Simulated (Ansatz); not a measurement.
**What is wrong with this input? (Al$_{3}$Cu)**

Someone meant to compute Al$_{3}$Cu with r2SCAN, plane waves and PAW in Ansatz and wrote this input.

```yaml
crystal:
  lattice:
    - [2.7784054294, 0.0, 0.0]
    - [0.0, 2.7784054294, 0.0]
    - [0.0, 0.0, 7.51340341]
  atoms:
    - { symbol: Al, position: [0.0, 0.0, 0.5] }
    - { symbol: Al, position: [0.5, 0.5, 0.22611551] }
    - { symbol: Al, position: [0.5, 0.5, 0.77388449] }
    - { symbol: Cu, position: [0.0, 0.0, 0.0] }
basis:
  ecutwfc: 500
kpoints:
  mp_grid: { grid: [1, 1, 1] }
hamiltonian:
  xc: r2scan
scf:
  occupations: { method: gaussian, width: 0.1 }
output:
  forces: true
  stress: true
  eigenvalues: true
```

Command:

```bash
ansatz run input.yaml --threads 1 --pin off --max-ram 2560MiB --backend cpu --events-out ev --progress --plain --runs-dir out
```

The program printed (HF is the Harris–Foulkes energy, dr2 the density residual in eV):

```text
Pseudopotential: Al, paw, valence charge 3, recommended cutoff 500 eV (meta_gga)
Pseudopotential: Cu, paw, valence charge 19, recommended cutoff 500 eV (meta_gga)
Crystal: 4 atoms, lattice volume = 58.000 Å³
Basis set: ecut = 500 eV, 1459 PW (Γ), exchange–correlation on 96×96×240 points (64 copies of the dense FFT grid, shifted against one another)
Bands: 18, of which v1, the nominal top of the filled ones, is band 14 counted from 1 (13 counted from 0)
Symmetry: 16 space group operations
Space group: P4/mmm (ITA 123), of the structure as read, at distance tolerance 3.9e-5 Å
k-points: 1
PAW frozen core: Al, regenerated for the run's functional (the file was generated under x = pbe(κ = 0.804, μ = 0.2195), c = pbe(β = 0.0667))
PAW frozen core: Cu, regenerated for the run's functional (the file was generated under x = pbe(κ = 0.804, μ = 0.2195), c = pbe(β = 0.0667))
Initial density: superposition of atomic densities, corrected by the library's trained network
SCF iter   1: HF=-8266.080887 eV  Δρ=7.80e-2  dr2=4.75e0  dr2_τ=1.88e-2
SCF iter   2: HF=-8265.866753 eV  Δρ=1.13e-1  dr2=5.09e0  dr2_τ=2.63e-2
SCF iter   3: HF=-8264.719871 eV  Δρ=1.58e-2  dr2=1.59e-1  dr2_τ=2.05e-3
SCF iter   4: HF=-8264.691813 eV  Δρ=4.43e-3  dr2=6.07e-3  dr2_τ=1.57e-4
SCF iter   5: HF=-8264.692438 eV  Δρ=1.58e-3  dr2=8.96e-4  dr2_τ=1.31e-5
SCF iter   6: HF=-8264.692569 eV  Δρ=1.06e-4  dr2=4.24e-6  dr2_τ=2.03e-7
SCF iter   7: HF=-8264.692572 eV  Δρ=3.09e-5  dr2=3.18e-7  dr2_τ=5.34e-9
SCF iter   8: F=-8264.692572 eV  HF=-8264.692572 eV  Δρ=1.97e-6  dr2=1.92e-9  dr2_τ=8.43e-11
SCF 1 converged in 8 iterations: F = -8264.692572 eV  dr2 = 1.92e-9
SCF converged after 8 iterations
Free energy (F): -8264.692572 eV
E sigma→0 (E₀):  -8264.692572 eV
Fermi energy:    13.884219 eV
--- Forces (eV/Å), atoms counted from 1 ---
  atom   1  Al    -0.00000000     0.00000000     0.00000000
  atom   2  Al     0.00000000    -0.00000000    -5.05524527
  atom   3  Al     0.00000000    -0.00000000     5.05524527
  atom   4  Cu    -0.00000000     0.00000000     0.00000000
--- Stress (GPa, compression-positive) ---
     -109.633479       0.000000       0.000000
        0.000000    -109.633479       0.000000
        0.000000       0.000000     176.696968
  P = ⅓ Tr σ = -14.1900 GPa (-141.900 kbar)
```

Task: What is the cause?
A. Fixed occupations on a metal
B. No spin polarisation on a magnet
C. A smearing wider than the gap allows
D. An atom left out of the cell, with fixed occupations
E. One k-point for a metal

Result: E. One point can't sample a Fermi surface. The cure is a converged mesh.

The change to the input:

```diff
 kpoints:
-  mp_grid: { grid: [1, 1, 1] }
+  mp_grid: { grid: [16, 16, 6] }
```

With the mended input the run converges and gives a pressure of 0.49 GPa, a largest force of 0.154 eV/Å, no gap. The faulty run's energy lay 2.97 eV per atom lower.

Time of the mended run: 21 s on 1 thread of Intel(R) Xeon(R) 6975P-C (Granite Rapids) (shared host), peak memory 0.63 GiB.